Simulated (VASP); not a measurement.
# MgO (P6_3mc) in VASP: further runs

The runs below take MgO through single point, relaxation of cell and atoms, with LDA.

Everything below comes from runs of VASP 6.6.1. Logs are shortened: lines on timing, memory, paths and dates and some standing lists are left out, and cuts for length are marked.

## Step 1: The structure

It takes space group P6_3mc (No. 186, hexagonal). The conventional cell has a = 3.273 Å, b = 3.273 Å, c = 4.913 Å, α = 90.00°, β = 90.00°, γ = 120.00°. Around Mg (site symmetry 3m) lie 4 O at 1.95 to 1.97 Å. O (site symmetry 3m) has 4 Mg at 1.95 to 1.97 Å as nearest neighbours.

Measurements of this composition are mostly on another form, of space group No. 225.

## Step 2: Single point, LDA

INCAR

```
SYSTEM = MgO
PREC     = Accurate       ! precision mode
ENCUT    = 520            ! plane-wave cutoff, eV
EDIFF    = 1E-6           ! SCF threshold, eV
ISMEAR   = 0              ! smearing method
SIGMA    = 0.02           ! smearing width, eV
LREAL    = .FALSE.        ! projectors in reciprocal space
LASPH    = .TRUE.         ! aspherical terms in the spheres
NELM     = 100            ! most SCF steps
ALGO     = Normal         ! electronic algorithm
ISIF     = 2              ! what is computed and relaxed
LWAVE    = .FALSE.        ! write WAVECAR
LCHARG   = .FALSE.        ! write CHGCAR
NBANDS   = 16             ! bands
```

KPOINTS

```
regular mesh
0
G
  9 9 6
  0 0 0
```

POSCAR

```
MgO
1.0
    3.2732499559     -0.0000000029      0.0000000000
   -1.6366249755      2.8347176161      0.0000000000
    0.0000000000      0.0000000000      4.9134045429
Mg O
2 2
Direct
    0.3333333333      0.6666666667      0.0016786292
    0.6666666667      0.3333333333      0.5016786292
    0.3333333333      0.6666666667      0.4029213708
    0.6666666667      0.3333333333      0.9029213708
```

Potentials or basis: VASP PAW LDA potentials, release 64 (Mg, O).

Launch:

```sh
> cat potpaw_LDA.64/Mg/POTCAR potpaw_LDA.64/O/POTCAR > POTCAR
> mpirun -np 1 vasp_std > vasp.out
```

OUTCAR:

```text
SYSTEM = MgO
   PREC = Accurate
   ENCUT = 520
   EDIFF = 1E-6
   ISMEAR = 0
   LREAL = .FALSE.
   LASPH = .TRUE.
   NELM = 100
   ISIF = 2

 ion  position               nearest neighbor table
   1  0.333  0.667  0.002-   4 1.95   4 1.95   4 1.95   3 1.97   2 3.10   2 3.10   2 3.10   2 3.10
                             2 3.10   2 3.10
   2  0.667  0.333  0.502-   3 1.95   3 1.95   3 1.95   4 1.97   1 3.10   1 3.10   1 3.10   1 3.10
                             1 3.10   1 3.10
   3  0.333  0.667  0.403-   2 1.95   2 1.95   2 1.95   1 1.97
   4  0.667  0.333  0.903-   1 1.95   1 1.95   1 1.95   2 1.97

  LATTYP: Found a hexagonal cell.
 ALAT       =     3.2732499559
 C/A-ratio  =     1.5010783194

  Lattice vectors:

 A1 = (   3.2732499559,  -0.0000000029,   0.0000000000)
 A2 = (  -1.6366249755,   2.8347176161,   0.0000000000)
 A3 = (   0.0000000000,   0.0000000000,   4.9134045429)

Analysis of symmetry for initial positions (statically):
=====================================================================
 Subroutine PRICEL returns:
 Original cell was already a primitive cell.

 Routine SETGRP: Setting up the symmetry group for a
 hexagonal supercell.

 Subroutine GETGRP returns: Found 12 space group operations
 (whereof  6 operations were pure point group operations)
 out of a pool of 24 trial point group operations.

The static configuration has the point symmetry C_3v.
 The point group associated with its full space group is C_6v.

Analysis of symmetry for dynamics (positions and initial velocities):
=====================================================================
 Subroutine PRICEL returns:
 Original cell was already a primitive cell.

 Routine SETGRP: Setting up the symmetry group for a
 hexagonal supercell.

 Subroutine GETGRP returns: Found 12 space group operations
 (whereof  6 operations were pure point group operations)
 out of a pool of 24 trial point group operations.

The dynamic configuration has the point symmetry C_3v.
 The point group associated with its full space group is C_6v.

 Subroutine INISYM returns: Found 12 space group operations
 (whereof  6 operations are pure point group operations),
 and found     1 'primitive' translations

----------------------------------------------------------------------------------------

                                     Primitive cell

  volume of cell :      45.5902

  direct lattice vectors                    reciprocal lattice vectors
     3.273249956 -0.000000003  0.000000000     0.305506764  0.176384412  0.000000000
    -1.636624975  2.834717616  0.000000000     0.000000000  0.352768824  0.000000000
     0.000000000  0.000000000  4.913404543     0.000000000  0.000000000  0.203524866

  length of vectors
     3.273249956  3.273249956  4.913404543     0.352768824  0.352768824  0.203524866

  position of ions in fractional coordinates (direct lattice)
     0.333333333  0.666666667  0.001678629
     0.666666667  0.333333333  0.501678629
     0.333333333  0.666666667  0.402921371
     0.666666667  0.333333333  0.902921371

  ion indices of the primitive-cell ions
   primitive index   ion index
                 1           1
                 2           2
                 3           3
                 4           4

----------------------------------------------------------------------------------------

 KPOINTS: regular mesh

Automatic generation of k-mesh.
 Grid dimensions read from file:
 generate k-points for:    9    9    6

 Generating k-lattice:

  Cartesian coordinates                     Fractional coordinates (reciprocal lattice)
     0.033945196  0.019598268  0.000000000     0.111111111  0.000000000  0.000000000
     0.000000000  0.039196536  0.000000000     0.000000000  0.111111111  0.000000000
     0.000000000  0.000000000  0.033920811     0.000000000  0.000000000  0.166666667

  Length of vectors
     0.039196536  0.039196536  0.033920811

  Shift w.r.t. Gamma in fractional coordinates (k-lattice)
     0.000000000  0.000000000  0.000000000

 Subroutine IBZKPT returns following result:
 ===========================================

 Found     48 irreducible k-points:

 Following reciprocal coordinates:
            Coordinates               Weight
  0.000000  0.000000  0.000000      1.000000
  0.111111  0.000000  0.000000      6.000000
  0.222222  0.000000  0.000000      6.000000
  0.333333  0.000000  0.000000      6.000000
  0.444444  0.000000  0.000000      6.000000
  0.111111  0.111111  0.000000      6.000000
[... 16 lines left out ...]
  0.333333  0.222222  0.166667     24.000000
  0.333333  0.333333  0.166667      4.000000
 [... further k-points ...]
   k-points           NKPTS =     48   k-points in BZ     NKDIM =     48   number of bands    NBANDS=     16
   number of dos      NEDOS =    301   number of ions     NIONS =      4
   total plane-waves  NPLWV =  23040
   dimension x,y,z NGX =    24 NGY =   24 NGZ =   40
   dimension x,y,z NGXF=    48 NGYF=   48 NGZF=   80
   ions per type =               2   2
   NGX,Y,Z   is equivalent  to a cutoff of  12.19, 12.19, 13.53 a.u.
   NGXF,Y,Z  is equivalent  to a cutoff of  24.38, 24.38, 27.07 a.u.
 SYSTEM =  MgO
   PREC   = accura    normal or accurate (medium, high low for compatibility)
   ISTART =      0    job   : 0-new  1-cont  2-samecut
   ICHARG =      2    charge: 1-file 2-atom 10-const
   ISPIN  =      1    spin polarized calculation?
   LNONCOLLINEAR =      F non collinear calculations
   LSORBIT =      F    spin-orbit coupling
   LASPH  =      T    aspherical Exc in radial PAW
   ENCUT  =  520.0 eV  38.22 Ry    6.18 a.u.   6.09  6.09  9.14*2*pi/ulx,y,z
   NELM   =    100;   NELMIN=  2; NELMDL= -5     # of ELM steps
   EDIFF  = 0.1E-05   stopping-criterion for ELM
   LREAL  =      F    real-space projection
   EDIFFG = 0.1E-04   stopping-criterion for IOM
   NSW    =      0    number of steps for IOM
   IBRION =     -1    ionic relax: 0-MD 1-quasi-New 2-CG
   NFREE  =      0    steps in history (QN), initial steepest desc. (CG)
   ISIF   =      2    stress and relaxation
   ISYM   =      2    0-nonsym 1-usesym 2-fastsym
   POTIM  = 0.5000    time-step for ionic-motion
   TEBEG  =    0.0;   TEEND  =   0.0 temperature during run
   PSTRESS=    0.0 pullay stress
   NELECT =      16.0000    total number of electrons
   NUPDOWN=      -1.0000    fix difference up-down
   EMIN   =  10.00;   EMAX   =-10.00  energy-range for DOS
   EFERMI =   0.00;   METHOD = LEGACY
   ISMEAR =     0;   SIGMA  =   0.02  broadening in eV -4-tet -1-fermi 0-gaus
   EFERMI_NEDOS =   21; number of points for ismear=-14 and -15
   IALGO  =     38    algorithm
   IMIX   =      4    mixing-type and parameters
     AMIX     =   0.40;   BMIX     =  1.00
     AMIX_MAG =   1.60;   BMIX_MAG =  1.00
  volume/ion in A,a.u.               =      11.40        76.91
  Fermi-wavevector in a.u.,A,eV,Ry     =   1.154758  2.182176 18.142908  1.333466
  Thomas-Fermi vector in A             =   2.291392
   LORBIT       =      0    0 simple, 1 ext, 2 COOP (PROOUT), +10 PAW based schemes
   GGA     = CA    functional components
   LHFCALC =     F    Hartree Fock is set to
   AEXX    =    0.0000 exact exchange contribution
   IVDW    =     0    specifies the selected vdW correction
   LEPSILON=     F    determine dielectric tensor
   LRPA    =     F    only Hartree local field effects (RPA)
 non-spin polarized calculation
 Gauss-broadening in eV      SIGMA  =   0.02
  energy-cutoff  :      520.00
  volume of cell :       45.59
 maximum number of plane-waves:      1248
   NGX = 13   NGY = 13   NGZ = 19

 number of electron      16.0000012 magnetization

 Free energy of the ion-electron system (eV)
  ---------------------------------------------------
  ext. energy  EPLUGINS =         0.00000000
  ---------------------------------------------------
  free energy    TOTEN  =       -26.26007609 eV

  energy without entropy =      -26.26007609  energy(sigma->0) =      -26.26007609

 E-fermi :   1.1535     XC(G=0): -10.4263

 val. band max:        1.0364974102   @ k =   0.0000   0.0000   0.0000
 cond. band min:       4.5756560639   @ k =   0.0000   0.0000   0.0000
 fundamental gap:      3.5391586537
 Fermi energy:         1.1535340071

 k-point     1 :       0.0000    0.0000    0.0000
  band No.  band energies     occupation
      1     -15.0782      2.00000
      2     -14.1488      2.00000
      3      -2.4333      2.00000
      4       0.1925      2.00000
      5       0.1925      2.00000
      6       0.5529      2.00000
[... 8 lines left out ...]
     15      17.5109      0.00000
     16      17.5109      0.00000

 k-point     2 :       0.1111    0.0000    0.0000
  band No.  band energies     occupation
      1     -15.0094      2.00000
      2     -14.1265      2.00000
      3      -2.3094      2.00000
      4      -0.1225      2.00000
      5       0.1064      2.00000
      6       0.1746      2.00000
[... 8 lines left out ...]
     15      17.1962      0.00000
     16      17.4028      0.00000

 k-point     3 :       0.2222    0.0000    0.0000
  band No.  band energies     occupation
      1     -14.8229      2.00000
      2     -14.0763      2.00000
      3      -1.9599      2.00000
      4      -0.9484      2.00000
      5      -0.4040      2.00000
      6      -0.0737      2.00000
[... 8 lines left out ...]
     15      16.1621      0.00000
     16      16.4481      0.00000

 k-point     4 :       0.3333    0.0000    0.0000
  band No.  band energies     occupation
      1     -14.5796      2.00000
      2     -14.0409      2.00000
      3      -1.7538      2.00000
      4      -1.4372      2.00000
      5      -0.9113      2.00000
      6      -0.2464      2.00000
[... 8 lines left out ...]
     15      15.5493      0.00000
     16      16.6587      0.00000
[... 324 lines left out ...]
 k-point    22 :       0.2222    0.2222    0.1667
  band No.  band energies     occupation
      1     -14.4290      2.00000
      2     -14.0637      2.00000
      3      -1.7683      2.00000
      4      -1.6198      2.00000
      5      -0.5686      2.00000
      6      -0.5358      2.00000
[... 8 lines left out ...]
     15      14.9968      0.00000
     16      17.5224      0.00000

 k-point    23 :       0.3333    0.2222    0.1667
  band No.  band energies     occupation
      1     -14.2625      2.00000
      2     -14.0832      2.00000
      3      -1.9862      2.00000
      4      -1.4218      2.00000
      5      -0.9794      2.00000
      6      -0.2950      2.00000
[... 8 lines left out ...]
     15      14.6902      0.00000
     16      17.5670      0.00000

 k-point    24 :       0.3333    0.3333    0.1667
  band No.  band energies     occupation
      1     -14.1475      2.00000
      2     -14.1475      2.00000
      3      -1.8357      2.00000
      4      -1.2970      2.00000
      5      -1.2970      2.00000
      6      -0.4669      2.00000
[... 8 lines left out ...]
     15      14.4632      0.00000
     16      18.4771      0.00000

 [... further k-points ...]

------------------------ aborting loop because EDIFF is reached ----------------------------------------

  FORCE on cell =-STRESS in cart. coord.  units (eV):
  Direction    XX          YY          ZZ          XY          YZ          ZX
  --------------------------------------------------------------------------------------
  -------------------------------------------------------------------------------------
  Total       -0.3386474     -0.3386474     -0.3008551      0.0000000      0.0000000      0.0000000
  in kB      -11.9010928    -11.9010928    -10.5729557      0.0000000      0.0000000      0.0000000
  external PRESSURE =     -11.4583804 kB  Pullay stress =       0.0000000 kB

 VOLUME and BASIS-vectors are now :
 -----------------------------------------------------------------------------
  energy-cutoff  :      520.00
  volume of cell :       45.59
      direct lattice vectors                 reciprocal lattice vectors
     3.273249956 -0.000000003  0.000000000     0.305506764  0.176384412  0.000000000
    -1.636624975  2.834717616  0.000000000     0.000000000  0.352768824  0.000000000
     0.000000000  0.000000000  4.913404543     0.000000000  0.000000000  0.203524866

 POSITION                                       TOTAL-FORCE (eV/Angst)
 -----------------------------------------------------------------------------------
      0.00000      1.88981      0.00825         0.000000      0.000000      0.004248
      1.63662      0.94491      2.46495         0.000000      0.000000      0.004248
      0.00000      1.88981      1.97972        -0.000000      0.000000     -0.004248
      1.63662      0.94491      4.43642         0.000000     -0.000000     -0.004248
 -----------------------------------------------------------------------------------
    total drift:                               -0.000000     -0.000000      0.001214

  FREE ENERGIE OF THE ION-ELECTRON SYSTEM (eV)
  ---------------------------------------------------
  free  energy   TOTEN  =       -26.2600760938 eV

  energy  without entropy=      -26.2600760938  energy(sigma->0) =      -26.26007609
```

Run time: 10 s. Hardware: 1 thread of Intel Xeon 6975P-C (Granite Rapids), shared host; peak memory 0.15 GiB.

Results:

```yaml
Free_energy: -26.2601 eV
Pressure: -1.1 GPa
Largest_force: 0.004 eV/Å
Band_gap_on_the_k_mesh: 3.54 eV, direct
```

Forces on the atoms (eV/Å):
```
Mg   0.000  0.000  0.004
Mg   0.000  0.000  0.004
O    0.000  0.000 -0.004
O    0.000  0.000 -0.004
```

Caveat: an odd mesh through Γ misses points on the zone boundary, where band edges often lie.

(Continued in part 2 of 2.)
